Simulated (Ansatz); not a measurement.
**ZnS with one atom moved: 67Zn NMR of the central transition**

Cell: a structure deposited in the COD, relaxed with PBE at fixed cell and then changed (atom 3 (Zn) moved by 0.15 Å).

```
Zn S
1.0
     3.82000    0.00000    0.00000
    -1.91000    3.30822    0.00000
     0.00000    0.00000   24.96000
Zn S
8 8
Direct
  0.00000 0.00000 0.00000
  0.00000 0.00000 0.50000
  0.31001 0.65237 0.11979
  0.66667 0.33333 0.62493
  0.33333 0.66667 0.37509
  0.66667 0.33333 0.87509
  0.33333 0.66667 0.75001
  0.66667 0.33333 0.25001
  0.00000 0.00000 0.09376
  0.00000 0.00000 0.59376
  0.33333 0.66667 0.21869
  0.66667 0.33333 0.71869
  0.33333 0.66667 0.46883
  0.66667 0.33333 0.96883
  0.33333 0.66667 0.84389
  0.66667 0.33333 0.34389
```

Atoms are numbered from 1 in the order listed; like atoms form one site, named after its first atom.

Method: Kohn–Sham DFT in Ansatz, PBE, plane waves and PAW (field gradients read without the response of the frozen cores, which leaves them typically 4 to 6 % off), scalar-relativistic, 420 eV cutoff, Γ-centred 8×8×2 k-points, Fermi–Dirac smearing 0.02 eV.

67Zn has I = 5/2 and Q = 122.0 mb (Pyykkö 2018); at 14.1 T its Larmor frequency is ν₀ = 37.6 MHz. Only the quadrupole interaction is simulated: positions count from each site's isotropic chemical shift, and shift anisotropy, dipolar and J coupling are left out, though they dominate static lines narrower than about 10 kHz.

Simulated pattern of one Zn site (static powder, Gaussian broadening 7 kHz):

```tsv
offset (kHz)	height
-100.9	0
-94.1	10
-87.4	26
-80.6	29
-73.9	30
-67.1	32
-60.4	33
-53.6	36
-46.9	38
-40.1	41
-33.4	45
-26.6	50
-19.9	57
-13.1	69
-6.4	91
0.4	100
7.1	90
13.9	50
20.6	32
27.4	28
34.1	26
40.9	23
47.6	9
54.4	0
```

Q: Which |C_Q| and η does the pattern imply?

A: The pattern spans 140 kHz before broadening and its centre of gravity is at -18.7 kHz, which fixes P_Q; the places of the horns and steps fix η. That gives P_Q = 10.8 MHz, |C_Q| = 9.59 MHz and η = 0.90, the values that the calculation gives site Zn3 (4 S at 2.25–2.47 Å). The other sites have |C_Q| = 0.087, 0.577, 0.621, 0.708, 0.721, 0.287, 0.305 MHz. The sign of C_Q can't be read from the pattern.

The atoms aren't relaxed after the move (largest force 1.1 eV/Å).

Hardware: 1 thread of Intel Xeon 6975P-C (Granite Rapids) (x86_64; 16 cores open to the job, memory cap 3.0 GiB, no GPU), a shared host with a load of 0.1 a core. Wall time 2 min, CPU time 2 min, peak memory 1.4 GiB.
